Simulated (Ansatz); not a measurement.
**Sb: pressure against volume**

Sb, Pm-3m, a = 3.110 Å. This isn't the element's structure at ambient conditions. Ansatz: PBE, PAW, 420 eV, Γ-centred 14×14×14 mesh on 1 atom, Gaussian smearing 0.10 eV; no spin polarisation. Symmetry fixes shape and atoms, so the cell is only scaled; pressure is positive in compression.

| V (Å³/atom) | P (GPa) |
| --- | --- |
| 26.482 | ? |
| 27.385 | 6.23 |
| 28.288 | 3.81 |
| 29.191 | 1.75 |
| 30.094 | 0.00 |
| 30.996 | -1.49 |
| 31.899 | -2.78 |
| 33.103 | -4.20 |

Task: Take V0 = 30.094 Å³/atom, fit the third-order Birch–Murnaghan form to the other rows, and predict the missing pressure.

Result: With the Eulerian strain f = ½[(V0/V)^(2/3) − 1] and y = P/[3f(1 + 2f)^(5/2)], the form is the line y = B0 + 1.5 B0 (B0′ − 4) f. Rows (f, y): 0.03245, 54.7; 0.02106, 54.4; 0.01026, 54.0; -0.00975, 53.5; -0.01904, 53.6; -0.03078, 53.3. Means f = 0.0007000, y = 53.917; Σ(Δf)² = 0.003004, ΣΔfΔy = 0.06553; the slope is their ratio. y = 53.90 + 21.81 f GPa, so B0 = 53.9 GPa and B0′ = 4 + 2 × (21.81)/(3 × 53.90) = 4.27. At V = 26.482, f = 0.04449, y = 54.87 and P = 9.06 GPa. The run gave 9.08 GPa, so the fit is 0.02 GPa too low, a small miss on the scale of the series.